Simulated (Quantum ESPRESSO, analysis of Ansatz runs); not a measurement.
# Migration in LaOF (R-3m): F_i by the interstitialcy path, charge −1 (Quantum ESPRESSO)

Aim: the barrier of one jump in LaOF (R-3m) at charge −1: F_i by the interstitialcy path. The model is a cell of 36 host atoms with 1 F put in; F is the atom that moves.

Calculated with Quantum ESPRESSO 7.5; Quantum ESPRESSO plane-wave DFT, PBEsol, GBRV 1.5 PBEsol potentials; nudged elastic band between two relaxed defect structures at fixed charge in a uniform background.

## Step 1: The structure

The cell holds 37 atoms: 12 La, 12 O and 13 F. Cell: a = 8.030 Å, b = 12.045 Å, c = 7.078 Å, α = 73.5°, β = 73.5°, γ = 60.0°. It derives from LaOF (space group R-3m). Nearest the centre at fractional (0.907, 0.438, 0.556): F11 at 1.23 Å, F37 at 1.24 Å, F24 at 2.29 Å, F30 at 2.30 Å, O27 at 2.39 Å, La7 at 2.48 Å, La26 at 2.51 Å, La20 at 2.51 Å. The cell carries charge −1.

The cell's shortest repeat is 7.1 Å.

## Step 2: Relaxation of the start point, charge −1

A barrier is counted from a minimum, so both ends are relaxed first. Small random displacements break the symmetry of the ideal sites, so that the defect can distort if it gains by it. The charge of −1 is set by the electron count, and a uniform background keeps the cell neutral.

The input, pw.in:

```
&CONTROL
  calculation = 'relax'
  prefix = 'pwscf'
  outdir = './tmp'
  pseudo_dir = './pseudo'
  tprnfor = .true.
  disk_io = 'low'
  nstep = 70
  forc_conv_thr = 0.00078
  etot_conv_thr = 0.0001
/
&SYSTEM
  ibrav = 0
  nat = 37
  ntyp = 3
  ecutwfc = 40
  ecutrho = 324
  nbnd = 152
  occupations = 'fixed'
  tot_charge = -1
  nosym = .true.
/
&ELECTRONS
  conv_thr = 4d-08
  electron_maxstep = 100
  mixing_beta = 0.5
/
&IONS
  ion_dynamics = 'bfgs'
/
ATOMIC_SPECIES
La   138.9055 la_pbesol_v1.uspp.F.UPF
O     15.9990 o_pbesol_v1.2.uspp.F.UPF
F     18.9984 f_pbesol_v1.4.uspp.F.UPF
CELL_PARAMETERS angstrom
  -4.0151640879    6.9544679700    0.0000000000
 -12.0454922638    0.0000000000    0.0000000000
  -2.0075820440    1.1590779950    6.6877466598
ATOMIC_POSITIONS crystal
La     0.1309280958    0.0873817991    0.2220863249
La     0.3706658305    0.2490681601    0.7768329498
O      0.1898963149    0.1229874899    0.8714336428
O      0.3085623376    0.2104491482    0.1300158101
F      0.0603548117    0.0440913442    0.6123880828
F      0.4362042814    0.2905600270    0.3910050781
La     0.1265203996    0.4216896723    0.2276582098
La     0.3750228097    0.5789688344    0.7752472139
O      0.1901129876    0.4574352265    0.8727489687
O      0.3093431090    0.5403747436    0.1350543614
F      0.0646628992    0.3759985752    0.6170711178
F      0.4388374207    0.6221465562    0.3843169350
La     0.1274185420    0.7532958646    0.2297599049
La     0.3730526581    0.9133312168    0.7777384636
O      0.1887256754    0.7896819161    0.8698530266
O      0.3128706301    0.8730661015    0.1274064803
F      0.0615359026    0.7106662418    0.6101531422
F      0.4350400013    0.9596182283    0.3851951887
La     0.6295823166    0.0846972949    0.2223402560
La     0.8707874447    0.2448514935    0.7768882312
O      0.6899681096    0.1228897776    0.8686461787
O      0.8074994641    0.2093092974    0.1330897573
F      0.5682754618    0.0428184765    0.6100036238
F      0.9319378618    0.2928380488    0.3863682946
La     0.6274447363    0.4187214555    0.2229688151
La     0.8696561887    0.5831338135    0.7757109305
O      0.6883000911    0.4569524868    0.8675763400
O      0.8090239274    0.5396325047    0.1319373253
F      0.5677096893    0.3755382233    0.6150302614
F      0.9328507733    0.6238248302    0.3847556315
La     0.6259140831    0.7546925857    0.2280677832
La     0.8745063076    0.9118841021    0.7724141257
O      0.6892745747    0.7946054957    0.8684722763
O      0.8124037015    0.8738089063    0.1351044361
F      0.5670407101    0.7107166486    0.6095121530
F      0.9337633362    0.9572787846    0.3915598266
F      0.7483732131    0.5023653199    0.4968985851
K_POINTS gamma
```

Launch:

```sh
$ OMP_NUM_THREADS=1 mpirun -n 8 pw.x -in pw.in > pw.out
```

The log of the run:

```text
[shortened: banners, details of potentials and solvers, and blank lines are left out]
     gamma-point specific algorithms are used
     one sub-group per band group will be used
     scalapack distributed-memory algorithm (size of sub-group:  2*  2 procs)
     bravais-lattice index     =            0
     lattice parameter (alat)  =      15.1751  a.u.
     unit-cell volume          =    3780.6361 (a.u.)^3
     number of atoms/cell      =           37
     number of atomic types    =            3
     number of electrons       =       296.00
     number of Kohn-Sham states=          152
     kinetic-energy cutoff     =      40.0000  Ry
     charge density cutoff     =     324.0000  Ry
     scf convergence threshold =      4.0E-08
     mixing beta               =       0.5000
     number of iterations used =            8  plain     mixing
     energy convergence thresh.=      1.0E-04
     force convergence thresh. =      7.8E-04
     Exchange-correlation= SLA  PW   PSX  PSC
                           (   1   4  10   8   0   0   0)
     nstep                     =           70
     crystal axes: (cart. coord. in units of alat)
               a(1) = (  -0.500000   0.866025   0.000000 )
               a(2) = (  -1.500000   0.000000   0.000000 )
               a(3) = (  -0.250000   0.144338   0.832811 )
     PseudoPot. # 1 for La read from file:
     la_pbesol_v1.uspp.F.UPF
     Pseudo is Ultrasoft + core correction, Zval = 11.0
[...]
PseudoPot. # 2 for O  read from file:
     o_pbesol_v1.2.uspp.F.UPF
     Pseudo is Ultrasoft + core correction, Zval =  6.0
[...]
PseudoPot. # 3 for F  read from file:
     f_pbesol_v1.4.uspp.F.UPF
     Pseudo is Ultrasoft, Zval =  7.0
     atomic species   valence    mass     pseudopotential
     La               11.00   138.90550     La( 1.00)
     O                 6.00    15.99900     O ( 1.00)
     F                 7.00    18.99840     F ( 1.00)
     No symmetry found
     site n.     atom                  positions (alat units)
         1        La     tau(   1) = (  -0.2520583   0.1454425   0.1849560  )
         2        La     tau(   2) = (  -0.7531434   0.4331322   0.6469551  )
         3        O      tau(   3) = (  -0.4972878   0.2902356   0.7257397  )
         4        O      tau(   4) = (  -0.5024589   0.2859890   0.1082786  )
         5        F      tau(   5) = (  -0.2494114   0.1406594   0.5100036  )
         6        F      tau(   6) = (  -0.7516935   0.4342007   0.3256334  )
         7        La     tau(   7) = (  -0.7527093   0.1424295   0.1895963  )
         8        La     tau(   8) = (  -1.2497765   0.4366766   0.6456345  )
[...]
number of k points=     1
                       cart. coord. in units 2pi/alat
        k(    1) = (   0.0000000   0.0000000   0.0000000), wk =   2.0000000
     Dense  grid:   186178 G-vectors     FFT dimensions: (  90, 135,  80)
     Smooth grid:    64583 G-vectors     FFT dimensions: (  64,  96,  54)
     Check: negative core charge=   -0.000001
     starting charge     294.6473, renormalised to     296.0000
     Self-consistent Calculation
     iteration #  1     ecut=    40.00 Ry     beta= 0.50
     total energy              =   -2245.59158179 Ry
     estimated scf accuracy    <       9.38573269 Ry
     iteration #  2     ecut=    40.00 Ry     beta= 0.50
     total energy              =   -2248.02594365 Ry
     estimated scf accuracy    <       7.47452671 Ry
     iteration #  3     ecut=    40.00 Ry     beta= 0.50
     total energy              =   -2249.27524417 Ry
     estimated scf accuracy    <       0.20367655 Ry
[...]
c_bands:  1 eigenvalues not converged
[...]
estimated scf accuracy    <       0.00000854 Ry
[... 102 further cycles ...]
     iteration #  5     ecut=    40.00 Ry     beta= 0.50
     total energy              =   -2249.49684850 Ry
     estimated scf accuracy    <          9.0E-09 Ry
     iteration #  6     ecut=    40.00 Ry     beta= 0.50
     total energy              =   -2249.49684851 Ry
     estimated scf accuracy    <          1.8E-09 Ry
     iteration #  7     ecut=    40.00 Ry     beta= 0.50
     End of self-consistent calculation
          k = 0.0000 0.0000 0.0000 (  8057 PWs)   bands (ev):
   -21.0858 -20.9710 -20.9336 -20.9093 -20.9014 -20.8595 -20.8457 -20.8374
   -20.8258 -20.7870 -20.7650 -20.7442 -13.5970 -13.5726 -13.4767 -13.4728
   -13.4505 -13.4099 -13.3981 -13.3491 -13.2381 -13.1338 -13.1092 -12.9900
   -11.3513  -8.1720  -8.0520  -8.0336  -8.0244  -7.9657  -7.8759  -7.8159
    -7.8084  -7.6308  -7.5565  -7.5392  -6.4679  -4.9091  -4.8753  -4.8231
    -4.7833  -4.7700  -4.7626  -4.7542  -4.6646  -4.6520  -4.6179  -4.6118
    -4.5955  -4.5833  -4.5793  -4.5596  -4.5517  -4.5279  -4.4742  -4.4730
    -4.3851  -4.3788  -4.3443  -4.3286  -4.3056  -4.2717  -3.5006  -3.4899
[...]
highest occupied, lowest unoccupied level (ev):     8.8984   13.3402
!    total energy              =   -2249.49684851 Ry
     estimated scf accuracy    <          2.1E-10 Ry
     The total energy is the sum of the following terms:
     one-electron contribution =    -404.36675171 Ry
     hartree contribution      =     399.68039512 Ry
     xc contribution           =    -796.31303593 Ry
     ewald contribution        =   -1448.49745599 Ry
     convergence has been achieved in   7 iterations
     Forces acting on atoms (cartesian axes, Ry/au):
     atom    1 type  1   force =    -0.00052396   -0.00031377    0.00019367
     atom    2 type  1   force =    -0.00071016   -0.00020573    0.00008617
     atom    3 type  2   force =     0.00014218   -0.00006726   -0.00088482
     atom    4 type  2   force =    -0.00019352   -0.00009146    0.00009128
     atom    5 type  3   force =     0.00016151   -0.00025999   -0.00020385
     atom    6 type  3   force =     0.00003260    0.00003042    0.00010722
     atom    7 type  1   force =    -0.00003689    0.00014368   -0.00063344
     atom    8 type  1   force =     0.00032715    0.00012427    0.00058137
[...]
Total force =     0.003300     Total SCF correction =     0.000044
     Energy error            =      2.7E-05 Ry
     Gradient error          =      8.8E-04 Ry/Bohr
     number of scf cycles    =  14
     number of bfgs steps    =  13
     energy             old  =   -2249.4968213607 Ry
     energy             new  =   -2249.4968485060 Ry
     CASE: energy            _new < energy            _old
     new trust radius        =       0.0038346914 bohr
     new conv_thr            =       0.0000000004 Ry
ATOMIC_POSITIONS (crystal)
La               0.1302701529        0.0831547810        0.2253222902
La               0.3690742026        0.2481634725        0.7801170193
O                0.1859681901        0.1255241615        0.8716081095
O                0.3091694143        0.2097152738        0.1327532996
F                0.0641163730        0.0419470459        0.6149497005
F                0.4367547729        0.2901471343        0.3860896807
La               0.1193361061        0.4222774290        0.2277303056
La               0.3801059556        0.5778748794        0.7727111921
[...]
Check: negative core charge=   -0.000001
     Self-consistent Calculation
     iteration #  1     ecut=    40.00 Ry     beta= 0.50
     total energy              =   -2249.49686203 Ry
     estimated scf accuracy    <       0.00000881 Ry
     iteration #  2     ecut=    40.00 Ry     beta= 0.50
     total energy              =   -2249.49686375 Ry
     estimated scf accuracy    <       0.00000086 Ry
     iteration #  3     ecut=    40.00 Ry     beta= 0.50
     total energy              =   -2249.49686388 Ry
     estimated scf accuracy    <       0.00000015 Ry
[...]
estimated scf accuracy    <       0.00000003 Ry
     iteration #  5     ecut=    40.00 Ry     beta= 0.50
     total energy              =   -2249.49686392 Ry
     estimated scf accuracy    <          6.1E-09 Ry
     iteration #  6     ecut=    40.00 Ry     beta= 0.50
     total energy              =   -2249.49686393 Ry
     estimated scf accuracy    <          9.0E-10 Ry
     iteration #  7     ecut=    40.00 Ry     beta= 0.50
     End of self-consistent calculation
          k = 0.0000 0.0000 0.0000 (  8057 PWs)   bands (ev):
   -21.0851 -20.9668 -20.9346 -20.9109 -20.9004 -20.8606 -20.8464 -20.8376
   -20.8281 -20.7867 -20.7654 -20.7447 -13.5971 -13.5729 -13.4745 -13.4711
   -13.4496 -13.4050 -13.3963 -13.3460 -13.2329 -13.1329 -13.1124 -12.9892
   -11.3466  -8.1719  -8.0511  -8.0355  -8.0248  -7.9678  -7.8762  -7.8166
    -7.8097  -7.6332  -7.5607  -7.5408  -6.4698  -4.9093  -4.8753  -4.8230
    -4.7837  -4.7688  -4.7615  -4.7549  -4.6648  -4.6520  -4.6179  -4.6116
    -4.5954  -4.5830  -4.5797  -4.5602  -4.5509  -4.5286  -4.4745  -4.4736
    -4.3857  -4.3797  -4.3444  -4.3289  -4.3057  -4.2715  -3.4996  -3.4912
[...]
highest occupied, lowest unoccupied level (ev):     8.8988   13.3386
!    total energy              =   -2249.49686393 Ry
     estimated scf accuracy    <          2.8E-10 Ry
     The total energy is the sum of the following terms:
     one-electron contribution =    -404.38918011 Ry
     hartree contribution      =     399.69309468 Ry
     xc contribution           =    -796.31303981 Ry
     ewald contribution        =   -1448.48773868 Ry
     convergence has been achieved in   7 iterations
     Forces acting on atoms (cartesian axes, Ry/au):
     atom    1 type  1   force =    -0.00047049   -0.00026526    0.00056915
     atom    2 type  1   force =    -0.00032362   -0.00012342   -0.00005835
     atom    3 type  2   force =     0.00016813    0.00010656   -0.00067736
     atom    4 type  2   force =    -0.00029118    0.00005290    0.00006993
     atom    5 type  3   force =     0.00025929   -0.00024862   -0.00018875
     atom    6 type  3   force =    -0.00003561   -0.00001446    0.00006884
     atom    7 type  1   force =     0.00011463   -0.00027083   -0.00035793
     atom    8 type  1   force =     0.00002591    0.00044614    0.00036975
[...]
Total force =     0.002605     Total SCF correction =     0.000056
     Energy error            =      1.5E-05 Ry
     Gradient error          =      6.8E-04 Ry/Bohr
     bfgs converged in  15 scf cycles and  14 bfgs steps
     (criteria: energy <  1.0E-04 Ry, force <  7.8E-04 Ry/Bohr)
     End of BFGS Geometry Optimization
     Final energy             =   -2249.4968639261 Ry
Begin final coordinates
ATOMIC_POSITIONS (crystal)
La               0.1302701529        0.0831547810        0.2253222902
La               0.3690742026        0.2481634725        0.7801170193
O                0.1859681901        0.1255241615        0.8716081095
O                0.3091694143        0.2097152738        0.1327532996
F                0.0641163730        0.0419470459        0.6149497005
F                0.4367547729        0.2901471343        0.3860896807
La               0.1193361061        0.4222774290        0.2277303056
La               0.3801059556        0.5778748794        0.7727111921
[...]
End final coordinates
   JOB DONE.
```

The job ended after 2.9 min (8 MPI ranks of Arm Neoverse V2, shared host; peak memory 2.4 GiB; 23 min of CPU time).

Step by step:

```csv
step,energy less that of the first step (eV)
0,0.0000
1,-0.7113
2,-1.1452
3,-1.3295
4,-1.3818
5,-1.4263
6,-1.4336
7,-1.4386
8,-1.4414
9,-1.4435
10,-1.4449
11,-1.4459
12,-1.4465
13,-1.4469
14,-1.4471
```

The atoms that moved most (Å):

```csv
atom,dx,dy,dz,length
O28,-0.035,0.009,-0.164,0.167
O27,-0.012,0.006,0.166,0.166
F24,0.122,0.100,-0.017,0.159
F30,-0.121,0.076,-0.044,0.149
F12,-0.019,-0.146,-0.004,0.147
F35,-0.097,-0.093,0.050,0.143
F29,0.112,-0.074,0.045,0.142
La25,-0.050,0.045,0.108,0.127
```

Final coordinates:

```xyz
37
Lattice="-4.0152 6.9545 0.0000 -12.0455 0.0000 0.0000 -2.0076 1.1591 6.6877" Properties=species:S:1:pos:R:3 pbc="T T T"
La   -1.9770    1.1671    1.5069
La   -6.0373    3.4709    5.2172
O    -4.0085    2.3036    5.8291
O    -4.0340    2.3040    0.8878
F    -1.9973    1.1587    4.1126
F    -6.0237    3.4849    2.5821
La   -6.0229    1.0939    1.5230
La  -10.0383    3.5391    5.1677
O    -8.0316    2.3332    5.8099
O    -8.0287    2.3020    0.8791
F    -6.0128    1.2803    4.1291
F   -10.0463    3.3513    2.5660
La  -10.0260    1.1646    1.4743
La  -14.0863    3.4698    5.1883
O   -12.0289    2.3306    5.8060
O   -12.0550    2.3338    0.8665
F   -10.0376    1.1471    4.1128
F   -14.0662    3.4764    2.5833
La   -4.0141    4.6366    1.4994
La   -8.1159    6.9104    5.1653
O    -6.0232    5.8229    5.8227
O    -6.0296    5.7871    0.8908
F    -4.0181    4.6320    4.1011
F    -7.9226    7.0292    2.5667
La   -8.0603    4.6668    1.5990
La  -12.0137    6.9199    5.0888
O   -10.0215    5.7982    5.9680
O   -10.0479    5.7886    0.7188
F    -7.9258    4.5865    4.1585
F   -12.1530    7.0097    2.5294
La  -11.9563    4.6817    1.5300
La  -16.0608    6.9528    5.1954
O   -14.0460    5.8029    5.8038
O   -14.0524    5.7659    0.8722
F   -12.1580    4.5573    4.1264
F   -16.0580    6.9599    2.5929
F   -10.0500    5.7936    3.3414
```

Neighbours of F37 at the end:

```csv
atom,distance (Å)
F30,2.561
F12,2.562
F11,2.565
F35,2.567
F29,2.576
F24,2.579
O28,2.623
O27,2.627
```

Numbers from this step:

* highest filled level: 8.899 eV
* lowest empty level: 13.34 eV
* r.m.s. move of the farther half of the atoms: 0.02239 Å
* largest move from the ideal geometry of this structure, a common shift of the far atoms taken out: 0.1608 Å

The relaxation gained 1.447 eV and ended with a largest force component of 0.017 eV/Å.

(Continued in part 2 of 3.)

[Logs are printed without paths, hosts, clocks, repeated set-up lines and the standing remarks that a program may print on its own settings, such as how far it seeks lower states.]

[Hosts, paths, dates, database ids (printed as entryN), source tags and the programs' standing remarks are cut or masked in the printed files.]
